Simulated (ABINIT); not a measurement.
Runs of ABINIT 10.8.3 (patched build) on TiB2. Symmetry: P6/mmm, No. 191, hexagonal system. Conventional cell: a = 3.029 Å, b = 3.029 Å, c = 3.228 Å, α = 90.00°, β = 90.00°, γ = 120.00°. Ti (site symmetry 6/mmm) is surrounded by 12 B at 2.38 Å. Around B (site symmetry -6m2) lie 3 B at 1.75 Å. 

```tsv
task	level	potentials or basis	cell	k mesh	cutoff (eV)	cutoff smearing ecutsm (Ha)	stop of the response cycle (tolvrs)	q points	q points (reduced)	acoustic sum rule (asr)	gap on the mesh (eV)	pressure (GPa)
single point	PBEsol	PseudoDojo NC SR PBEsol v0.4.1 standard	as given	8 × 8 × 6	1034	-	-	-	-	-	none	(a)
single point	PBE	PseudoDojo NC SR PBE v0.5 stringent	as given	8 × 8 × 6	1034	-	-	-	-	-	none	-0.1
single point	LDA	PseudoDojo NC SR LDA v0.4.1 standard	cell relaxed	8 × 8 × 6	1143	-	-	-	-	-	none	0.0
single point	PBEsol	PseudoDojo NC SR PBEsol v0.4.1 standard	cell relaxed	8 × 8 × 6	1143	-	-	-	-	-	none	0.0
phonons at a zone-boundary q	LDA	PseudoDojo NC SR LDA v0.4.1 standard	cell relaxed at zero pressure by an earlier run	8 × 8 × 6, shifted	1143	0.5	1e-10	["A", "L"]	[[0.0, 0.0, 0.5], [0.5, 0.0, 0.5]]	-	-	0.0
phonons	PBE	PseudoDojo NC SR PBE v0.4.1 standard	cell relaxed at zero pressure by an earlier run	8 × 8 × 6, shifted	1143	0.5	1e-08	-	-	1	-	0.0
single point	LDA	PseudoDojo NC SR LDA v0.4.1 standard	as given	8 × 8 × 6	952	-	-	-	-	-	none	-
```

Alike in all rows: no spin polarisation; smearing fermi-dirac 0.05 eV.

**Question.** Fill in the values left out.

**Answer.** (a) -4.9.

Caveats: the mesh is coarse for a metal's response (some runs).

A gap of «none» marks a metal or a gap under the smearing width.
